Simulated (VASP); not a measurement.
# ZnS (P6_3mc) in VASP: notebook

ZnS is run at these levels: PBE; tasks: single point.

Everything below comes from runs of VASP 6.6.1. Logs are shortened: lines on timing, memory, paths and dates and some standing lists are left out, and cuts for length are marked.

**What was measured.**

A printed reference work, monograph reports, for a bulk crystal of ZnS at 4 K: band gap 3.911 eV (direct).

The results are compared with them further down.

### Step 1. The cell of the first run

It takes space group P6_3mc (No. 186, hexagonal). Conventional cell: a = 3.847 Å, b = 3.847 Å, c = 18.873 Å, α = 90.00°, β = 90.00°, γ = 120.00°. Zn (site symmetry 3m) has 4 S at 2.36 Å within 3.1 Å. Within 3.1 Å of Zn (site symmetry 3m) lie 4 S at 2.36 Å. Within 3.1 Å of Zn (site symmetry 3m) lie 4 S at 2.36 Å. Within 3.1 Å of S (site symmetry 3m) lie 4 Zn at 2.36 Å. Within 3.1 Å of S (site symmetry 3m) lie 4 Zn at 2.36 Å. S (site symmetry 3m) has 4 Zn at 2.36 Å within 3.1 Å.

### Step 2. Single point, PBE

The input, INCAR:

```
SYSTEM = ZnS
  ALGO = Normal
  EDIFF = 1E-7
  ENCUT = 520
  GGA = PE
  ISIF = 2
  ISMEAR = 0
  LASPH = .True.
  LCHARG = .False.
  LREAL = .False.
  LWAVE = .False.
  NBANDS = 66
  NELM = 80
  PREC = Accurate
  SIGMA = 0.02
```

The input, KPOINTS:

```
k-points
0
Gamma
  12 12 2
  0 0 0
```

The input, POSCAR:

```
ZnS
1.0
    3.8470247804      0.0000000000      0.0000000000
   -1.9235123902      3.3316211888      0.0000000000
    0.0000000000      0.0000000000     18.8731459290
Zn S
6 6
Direct
    0.0000000000      0.0000000000      0.0000297395
    0.0000000000      0.0000000000      0.5000297395
    0.3333333333      0.6666666667      0.1667881137
    0.6666666667      0.3333333333      0.6667881137
    0.6666666667      0.3333333333      0.3332709664
    0.3333333333      0.6666666667      0.8332709664
    0.0000000000      0.0000000000      0.1251143272
    0.0000000000      0.0000000000      0.6251143272
    0.3333333333      0.6666666667      0.2916430245
    0.6666666667      0.3333333333      0.7916430245
    0.6666666667      0.3333333333      0.4581538287
    0.3333333333      0.6666666667      0.9581538287
```

Potentials or basis: VASP PAW PBE potentials, release 64 (Zn, S).

The run is started by

```console
> cat potpaw_PBE.64/Zn/POTCAR potpaw_PBE.64/S/POTCAR > POTCAR
> mpirun -np 1 vasp_std > vasp.out
```

OUTCAR:

```text
SYSTEM = ZnS
   EDIFF = 1E-7
   ENCUT = 520
   GGA = PE
   ISIF = 2
   ISMEAR = 0
   LASPH = .True.
   LREAL = .False.
   NELM = 80
   PREC = Accurate

 ion  position               nearest neighbor table
   1  0.000  0.000  0.000-  12 2.36  12 2.36  12 2.36   7 2.36
   2  0.000  0.000  0.500-  11 2.36  11 2.36  11 2.36   8 2.36
   3  0.333  0.667  0.167-   7 2.36   7 2.36   7 2.36   9 2.36
   4  0.667  0.333  0.667-   8 2.36   8 2.36   8 2.36  10 2.36
   5  0.667  0.333  0.333-   9 2.36   9 2.36   9 2.36  11 2.36
   6  0.333  0.667  0.833-  10 2.36  10 2.36  10 2.36  12 2.36
   7  0.000  0.000  0.125-   3 2.36   3 2.36   3 2.36   1 2.36
   8  0.000  0.000  0.625-   4 2.36   4 2.36   4 2.36   2 2.36
   9  0.333  0.667  0.292-   5 2.36   5 2.36   5 2.36   3 2.36
  10  0.667  0.333  0.792-   6 2.36   6 2.36   6 2.36   4 2.36
  11  0.667  0.333  0.458-   5 2.36   2 2.36   2 2.36   2 2.36
  12  0.333  0.667  0.958-   6 2.36   1 2.36   1 2.36   1 2.36

  LATTYP: Found a hexagonal cell.
 ALAT       =     3.8470247804
 C/A-ratio  =     4.9059070337

  Lattice vectors:

 A1 = (   3.8470247804,   0.0000000000,   0.0000000000)
 A2 = (  -1.9235123902,   3.3316211888,   0.0000000000)
 A3 = (   0.0000000000,   0.0000000000,  18.8731459290)

Analysis of symmetry for initial positions (statically):
=====================================================================
 Subroutine PRICEL returns:
 Original cell was already a primitive cell.

 Routine SETGRP: Setting up the symmetry group for a
 hexagonal supercell.

 Subroutine GETGRP returns: Found 12 space group operations
 (whereof  6 operations were pure point group operations)
 out of a pool of 24 trial point group operations.

The static configuration has the point symmetry C_3v.
 The point group associated with its full space group is C_6v.

Analysis of symmetry for dynamics (positions and initial velocities):
=====================================================================
 Subroutine PRICEL returns:
 Original cell was already a primitive cell.

 Routine SETGRP: Setting up the symmetry group for a
 hexagonal supercell.

 Subroutine GETGRP returns: Found 12 space group operations
 (whereof  6 operations were pure point group operations)
 out of a pool of 24 trial point group operations.

The dynamic configuration has the point symmetry C_3v.
 The point group associated with its full space group is C_6v.

 Subroutine INISYM returns: Found 12 space group operations
 (whereof  6 operations are pure point group operations),
 and found     1 'primitive' translations

----------------------------------------------------------------------------------------

                                     Primitive cell

  volume of cell :     241.8939

  direct lattice vectors                    reciprocal lattice vectors
     3.847024780  0.000000000  0.000000000     0.259941138  0.150077086  0.000000000
    -1.923512390  3.331621189  0.000000000     0.000000000  0.300154172  0.000000000
     0.000000000  0.000000000 18.873145929     0.000000000  0.000000000  0.052985337

  length of vectors
     3.847024780  3.847024780 18.873145929     0.300154172  0.300154172  0.052985337

  position of ions in fractional coordinates (direct lattice)
     0.000000000  0.000000000  0.000029740
     0.000000000  0.000000000  0.500029740
     0.333333333  0.666666667  0.166788114
     0.666666667  0.333333333  0.666788114
     0.666666667  0.333333333  0.333270966
     0.333333333  0.666666667  0.833270966
     0.000000000  0.000000000  0.125114327
     0.000000000  0.000000000  0.625114327
     0.333333333  0.666666667  0.291643024
     0.666666667  0.333333333  0.791643024
     0.666666667  0.333333333  0.458153829
     0.333333333  0.666666667  0.958153829

  ion indices of the primitive-cell ions
   primitive index   ion index
                 1           1
                 2           2
                 3           3
                 4           4
                 5           5
                 6           6
                 7           7
                 8           8
                 9           9
                10          10
                11          11
                12          12

----------------------------------------------------------------------------------------

 KPOINTS: k-points

Automatic generation of k-mesh.
 Grid dimensions read from file:
 generate k-points for:   12   12    2

 Generating k-lattice:

  Cartesian coordinates                     Fractional coordinates (reciprocal lattice)
     0.021661762  0.012506424  0.000000000     0.083333333  0.000000000  0.000000000
     0.000000000  0.025012848  0.000000000     0.000000000  0.083333333  0.000000000
     0.000000000  0.000000000  0.026492669     0.000000000  0.000000000  0.500000000

  Length of vectors
     0.025012848  0.025012848  0.026492669

  Shift w.r.t. Gamma in fractional coordinates (k-lattice)
     0.000000000  0.000000000  0.000000000

 Subroutine IBZKPT returns following result:
 ===========================================

 Found     38 irreducible k-points:

 Following reciprocal coordinates:
            Coordinates               Weight
  0.000000  0.000000  0.000000      1.000000
  0.083333  0.000000  0.000000      6.000000
  0.166667  0.000000  0.000000      6.000000
  0.250000  0.000000  0.000000      6.000000
  0.333333 -0.000000  0.000000      6.000000
  0.416667  0.000000  0.000000      6.000000
[... 16 lines left out ...]
  0.250000  0.000000  0.500000      6.000000
  0.333333 -0.000000  0.500000      6.000000
 [... further k-points ...]
   k-points           NKPTS =     38   k-points in BZ     NKDIM =     38   number of bands    NBANDS=     66
   number of dos      NEDOS =    301   number of ions     NIONS =     12
   total plane-waves  NPLWV = 126000
   dimension x,y,z NGX =    30 NGY =   30 NGZ =  140
   dimension x,y,z NGXF=    60 NGYF=   60 NGZF=  280
   ions per type =               6   6
   NGX,Y,Z   is equivalent  to a cutoff of  12.96, 12.96, 12.33 a.u.
   NGXF,Y,Z  is equivalent  to a cutoff of  25.93, 25.93, 24.66 a.u.
 SYSTEM =  ZnS
   PREC   = accura    normal or accurate (medium, high low for compatibility)
   ISTART =      0    job   : 0-new  1-cont  2-samecut
   ICHARG =      2    charge: 1-file 2-atom 10-const
   ISPIN  =      1    spin polarized calculation?
   LNONCOLLINEAR =      F non collinear calculations
   LSORBIT =      F    spin-orbit coupling
   LASPH  =      T    aspherical Exc in radial PAW
   ENCUT  =  520.0 eV  38.22 Ry    6.18 a.u.   7.15  7.15 35.09*2*pi/ulx,y,z
   NELM   =     80;   NELMIN=  2; NELMDL= -5     # of ELM steps
   EDIFF  = 0.1E-06   stopping-criterion for ELM
   LREAL  =      F    real-space projection
   EDIFFG = 0.1E-05   stopping-criterion for IOM
   NSW    =      0    number of steps for IOM
   IBRION =     -1    ionic relax: 0-MD 1-quasi-New 2-CG
   NFREE  =      0    steps in history (QN), initial steepest desc. (CG)
   ISIF   =      2    stress and relaxation
   ISYM   =      2    0-nonsym 1-usesym 2-fastsym
   POTIM  = 0.5000    time-step for ionic-motion
   TEBEG  =    0.0;   TEEND  =   0.0 temperature during run
   PSTRESS=    0.0 pullay stress
   NELECT =     108.0000    total number of electrons
   NUPDOWN=      -1.0000    fix difference up-down
   EMIN   =  10.00;   EMAX   =-10.00  energy-range for DOS
   EFERMI =   0.00;   METHOD = LEGACY
   ISMEAR =     0;   SIGMA  =   0.02  broadening in eV -4-tet -1-fermi 0-gaus
   EFERMI_NEDOS =   21; number of points for ismear=-14 and -15
   IALGO  =     38    algorithm
   IMIX   =      4    mixing-type and parameters
     AMIX     =   0.40;   BMIX     =  1.00
     AMIX_MAG =   1.60;   BMIX_MAG =  1.00
  volume/ion in A,a.u.               =      20.16       136.03
  Fermi-wavevector in a.u.,A,eV,Ry     =   1.251241  2.364503 21.301351  1.565605
  Thomas-Fermi vector in A             =   2.385198
   LORBIT       =      0    0 simple, 1 ext, 2 COOP (PROOUT), +10 PAW based schemes
   GGA     = PE    functional components
   LHFCALC =     F    Hartree Fock is set to
   AEXX    =    0.0000 exact exchange contribution
   IVDW    =     0    specifies the selected vdW correction
   LEPSILON=     F    determine dielectric tensor
   LRPA    =     F    only Hartree local field effects (RPA)
 non-spin polarized calculation
 Gauss-broadening in eV      SIGMA  =   0.02
  energy-cutoff  :      520.00
  volume of cell :      241.89
 maximum number of plane-waves:      6564
 NGX is ok and might be reduce to    30
   NGX = 15   NGY = 15   NGZ = 71

 number of electron     108.0000067 magnetization

 Free energy of the ion-electron system (eV)
  ---------------------------------------------------
  ext. energy  EPLUGINS =         0.00000000
  ---------------------------------------------------
  free energy    TOTEN  =       -41.10511944 eV

  energy without entropy =      -41.10511944  energy(sigma->0) =      -41.10511944

 E-fermi :   2.0179     XC(G=0):  -9.5267

 val. band max:        1.9135308868   @ k =   0.0000   0.0000   0.0000
 cond. band min:       3.9556359351   @ k =   0.0000   0.0000   0.0000
 fundamental gap:      2.0421050483
 Fermi energy:         2.0179298842

 k-point     1 :       0.0000    0.0000    0.0000
  band No.  band energies     occupation
      1     -11.0871      2.00000
      2     -10.8953      2.00000
      3     -10.8880      2.00000
      4     -10.4555      2.00000
      5     -10.4465      2.00000
      6     -10.1980      2.00000
[... 58 lines left out ...]
     65       8.3763      0.00000
     66       8.5090      0.00000

 k-point     2 :       0.0833    0.0000    0.0000
  band No.  band energies     occupation
      1     -11.0418      2.00000
      2     -10.8536      2.00000
      3     -10.8464      2.00000
      4     -10.4235      2.00000
      5     -10.4145      2.00000
      6     -10.1727      2.00000
[... 1507 lines left out ...]
     65       8.6908      0.00000
     66       8.6909      0.00000

 k-point    24 :       0.3333   -0.0000    0.5000
  band No.  band energies     occupation
      1     -10.4589      2.00000
      2     -10.4589      2.00000
      3     -10.2256      2.00000
      4     -10.2256      2.00000
      5      -9.9773      2.00000
      6      -9.9773      2.00000
[... 58 lines left out ...]
     65       8.6684      0.00000
     66       8.6684      0.00000

 [... further k-points ...]
[... 5 lines left out ...]
  --------------------------------------------------------------------------------------
  -------------------------------------------------------------------------------------
  Total        0.2733130      0.2733130      0.2834422      0.0000000      0.0000000      0.0000000
  in kB        1.8102809      1.8102809      1.8773717      0.0000000      0.0000000      0.0000000
  external PRESSURE =       1.8326445 kB  Pullay stress =       0.0000000 kB

 VOLUME and BASIS-vectors are now :
 -----------------------------------------------------------------------------
  energy-cutoff  :      520.00
  volume of cell :      241.89
      direct lattice vectors                 reciprocal lattice vectors
     3.847024780  0.000000000  0.000000000     0.259941138  0.150077086  0.000000000
    -1.923512390  3.331621189  0.000000000     0.000000000  0.300154172  0.000000000
     0.000000000  0.000000000 18.873145929     0.000000000  0.000000000  0.052985337

 POSITION                                       TOTAL-FORCE (eV/Angst)
 -----------------------------------------------------------------------------------
      0.00000      0.00000      0.00056         0.000000      0.000000     -0.001807
      0.00000      0.00000      9.43713        -0.000000      0.000000     -0.001807
     -0.00000      2.22108      3.14782        -0.000000      0.000000      0.002412
      1.92351      1.11054     12.58439         0.000000      0.000000      0.002412
      1.92351      1.11054      6.28987        -0.000000      0.000000     -0.001894
     -0.00000      2.22108     15.72644        -0.000000     -0.000000     -0.001894
      0.00000      0.00000      2.36130         0.000000      0.000000      0.002133
      0.00000      0.00000     11.79787         0.000000     -0.000000      0.002133
     -0.00000      2.22108      5.50422        -0.000000      0.000000     -0.000085
      1.92351      1.11054     14.94079         0.000000      0.000000     -0.000085
      1.92351      1.11054      8.64680        -0.000000      0.000000     -0.000759
     -0.00000      2.22108     18.08338         0.000000     -0.000000     -0.000759
 -----------------------------------------------------------------------------------
    total drift:                               -0.000001     -0.000001     -0.000295

  FREE ENERGIE OF THE ION-ELECTRON SYSTEM (eV)
  ---------------------------------------------------
  free  energy   TOTEN  =       -41.1051194430 eV

  energy  without entropy=      -41.1051194430  energy(sigma->0) =      -41.10511944
```

It took 16 min on 1 thread of Intel Xeon Platinum 8259CL at 2.50GHz (Skylake/Cascade Lake), shared host; peak memory 0.61 GiB.

What came out:

```yaml
Free_energy: -41.1051 eV
Pressure: 0.2 GPa
Band_gap_on_the_k_mesh: 2.04 eV
```

Forces on the atoms (eV/Å):
```
Zn   0.000  0.000 -0.002
Zn   0.000  0.000 -0.002
Zn   0.000  0.000  0.002
Zn   0.000  0.000  0.002
Zn   0.000  0.000 -0.002
Zn   0.000  0.000 -0.002
S    0.000  0.000  0.002
S    0.000  0.000  0.002
S    0.000  0.000  0.000
S    0.000  0.000  0.000
S    0.000  0.000 -0.001
S    0.000  0.000 -0.001
```

### Step 3. Single point, PBE (19.55 Å³/atom)

This run uses another cell than the first one, of 19.55 Å³/atom.

The input, INCAR:

```
SYSTEM = ZnS
PREC = Accurate
ENCUT = 520
EDIFF = 1E-6
ISMEAR = 0
SIGMA = 0.02
LREAL = .False.
LASPH = .True.
NELM = 60
ALGO = Normal
ISIF = 2
LWAVE = .False.
LCHARG = .False.
GGA = PE
NBANDS = 66
```

The input, KPOINTS:

```
regular mesh
0
Gamma
  12 12 2
  0 0 0
```

POSCAR, as its differences from that of step 2:

```diff
@@ -2,5 +2,5 @@
 1.0
-    3.8470247804      0.0000000000      0.0000000000
-   -1.9235123902      3.3316211888      0.0000000000
-    0.0000000000      0.0000000000     18.8731459290
+    3.8081632872      0.0000000000      0.0000000000
+   -1.9040816436      3.2979661485      0.0000000000
+    0.0000000000      0.0000000000     18.6824950566
 Zn S
```

Potentials or basis: VASP PAW PBE potentials, release 64 (Zn, S).

The run is started by

```console
> cat potpaw_PBE.64/Zn/POTCAR potpaw_PBE.64/S/POTCAR > POTCAR
> mpirun -np 1 vasp_std > vasp.out
```

Run time: 11 min. Hardware: 1 thread of Intel Xeon Platinum 8259CL at 2.50GHz (Skylake/Cascade Lake), shared host; peak memory 0.58 GiB.

It converged, with:

```yaml
Free_energy: -41.0449 eV
Pressure: 2.5 GPa
Largest_force: 0.006 eV/Å
Band_gap_on_the_k_mesh: 2.18 eV
```

Forces in eV/Å, atoms in the order of the input:
```
Zn   0.000  0.000  0.000
Zn   0.000  0.000  0.000
Zn   0.000  0.000  0.006
Zn   0.000  0.000  0.006
Zn   0.000  0.000  0.000
Zn   0.000  0.000  0.000
S    0.000  0.000  0.000
S    0.000  0.000  0.000
S    0.000  0.000 -0.001
S    0.000  0.000 -0.001
S    0.000  0.000 -0.004
S    0.000  0.000 -0.004
```

Levels at points of the mesh, in eV from the valence-band top:
```tsv
k point	band 50	band 51	band 52	band 53	band 54	band 55	band 56	band 57	band 58	band 59
(0.00, 0.00, 0.00)	-0.24	-0.24	-0.03	0.00	0.00	2.18	3.23	3.27	3.35	3.38
(0.50, 0.00, 0.00)	-1.51	-1.27	-1.27	-1.10	-0.88	3.44	3.57	3.61	3.87	4.04
(0.00, 0.00, 0.50)	-0.47	-0.07	-0.07	-0.07	-0.07	2.65	2.65	3.29	3.29	3.55
(0.50, 0.00, 0.50)	-1.62	-1.23	-1.23	-0.99	-0.99	3.37	3.37	3.85	3.85	4.15
```

A k mesh can miss the band edges.

### Step 4. Single point, PBE (22.17 Å³/atom)

This run uses another cell than the first one, of 22.17 Å³/atom.

The input, INCAR:

```
SYSTEM = ZnS
ALGO     = Normal         ! electronic algorithm
EDIFF    = 1E-7           ! SCF threshold, eV
ENCUT    = 520            ! plane-wave cutoff, eV
GGA      = PE             ! functional
ISIF     = 2              ! what is computed and relaxed
ISMEAR   = 0              ! smearing method
LASPH    = .True.         ! aspherical terms in the spheres
LCHARG   = .True.         ! write CHGCAR
LELF     = .True.         ! ELF
LREAL    = .False.        ! projectors in reciprocal space
LVHAR    = .True.       
LWAVE    = .False.        ! write WAVECAR
NBANDS   = 66             ! bands
NELM     = 80             ! most SCF steps
PREC     = Accurate       ! precision mode
SIGMA    = 0.02           ! smearing width, eV
```

The input, KPOINTS:

```
k-points
0
Gamma
  12 12 2
  0 0 0
```

POSCAR, as its differences from that of step 3:

```diff
@@ -2,5 +2,5 @@
 1.0
-    3.8081632872      0.0000000000      0.0000000000
-   -1.9040816436      3.2979661485      0.0000000000
-    0.0000000000      0.0000000000     18.6824950566
+    3.9712071844      0.0000000000      0.0000000000
+   -1.9856035922      3.4391663054      0.0000000000
+    0.0000000000      0.0000000000     19.4823732587
 Zn S
```

The run is started by

```console
> cat potpaw_PBE.64/Zn/POTCAR potpaw_PBE.64/S/POTCAR > POTCAR
> mpirun -np 1 vasp_std > vasp.out
```

Run time: 7.6 min. Hardware: 1 thread of Intel Xeon 6975P-C (Granite Rapids), shared host; peak memory 0.66 GiB.

The run converged. Its results:

```yaml
Free_energy: -40.6918 eV
Pressure: -5.2 GPa
Largest_force: 0.009 eV/Å
Band_gap_on_the_k_mesh: 1.64 eV
```

Forces in eV/Å, atoms in the order of the input:
```
Zn   0.000  0.000 -0.006
Zn   0.000  0.000 -0.006
Zn   0.000  0.000 -0.009
Zn   0.000  0.000 -0.009
Zn   0.000  0.000 -0.002
Zn   0.000  0.000 -0.002
S    0.000  0.000  0.007
S    0.000  0.000  0.007
S    0.000  0.000  0.003
S    0.000  0.000  0.003
S    0.000  0.000  0.007
S    0.000  0.000  0.007
```

Levels at points of the mesh, in eV from the valence-band top:
```tsv
k point	band 52	band 53	band 54	band 55	band 56	band 57
(0.00, 0.00, 0.00)	-0.02	0.00	0.00	1.64	2.75	2.86
(0.50, 0.00, 0.00)	-1.02	-0.89	-0.71	3.22	3.52	3.68
(0.00, 0.00, 0.50)	-0.05	-0.05	-0.05	2.13	2.13	3.02
(0.50, 0.00, 0.50)	-1.00	-0.80	-0.80	3.27	3.27	3.83
```

Caveat: the cell stands under tension. A k mesh can miss the band edges.

### Step 5. The runs side by side

| cell | gap on the mesh (eV) | pressure (GPa) | largest force (eV/Å) |
| --- | --- | --- | --- |
| a = 3.847, b = 3.847, c = 18.873 Å, angles 90.0, 90.0, 120.0°, 12 atoms | 2.04 | 0.2 | - |
| a = 3.808, b = 3.808, c = 18.682 Å, angles 90.0, 90.0, 120.0°, 12 atoms | 2.18 | 2.5 | 0.01 |
| a = 3.971, b = 3.971, c = 19.482 Å, angles 90.0, 90.0, 120.0°, 12 atoms | 1.64 | -5.2 | 0.01 |

Alike in all rows: task single point; level PBE; potentials or basis VASP PAW PBE potentials, release 64 (Zn, S); no spin polarisation; k mesh 12 × 12 × 2; cutoff (eV) 520; smearing gaussian 0.02 eV.

Caveats: the cell stands under tension (at least some runs).

Absolute energies hang on the potentials; compare differences alone.

### Step 6. Comparison with measurements

Step 2. Against the measured gap of ZnS, 3.911 eV (direct; 4 K; a printed reference work, monograph), the calculated 2.04 eV is off by -1.87 eV. The value is that of PBE on a finite k mesh, which can miss the band edges, without temperature or zero-point motion. Semilocal functionals fall short of measured gaps as a rule.
